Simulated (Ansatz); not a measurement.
The reference is BeO in the wurtzite structure (space group P6_3mc, No. 186; a = 2.690 Å, c = 4.369 Å).

Level of theory: plane-wave PAW DFT at the r2SCAN level (Ansatz, a program for electronic structure, 500 eV), no spin-orbit coupling, earlier PAW set.

Base values:

| Property | Value |
|---|---|
| Lattice parameter a | 2.690 Å |
| Electron mass | 0.53 mₑ along c, 0.61 mₑ across (at Γ) |
| Band gap | 8.55 eV |
| Gap character | direct at Γ |

Perturbation: a negative pressure, −2 GPa.

Question: What happens to the lattice parameter a, electron mass, band gap and gap character?

Answer: The lattice parameter a rises by 0.008 Å to 2.698 Å; the electron mass becomes 0.53 mₑ along c, 0.60 mₑ across (at Γ) (base: 0.53 mₑ along c, 0.61 mₑ across (at Γ)); the band gap drops by 0.10 eV, from 8.55 eV to 8.45 eV; the gap character is still direct at Γ.

Load acts through the strain it causes; cell and atoms are relaxed under it. Effective masses come from finite differences of ±0.01 Å⁻¹. Stability against distortions was not tested.
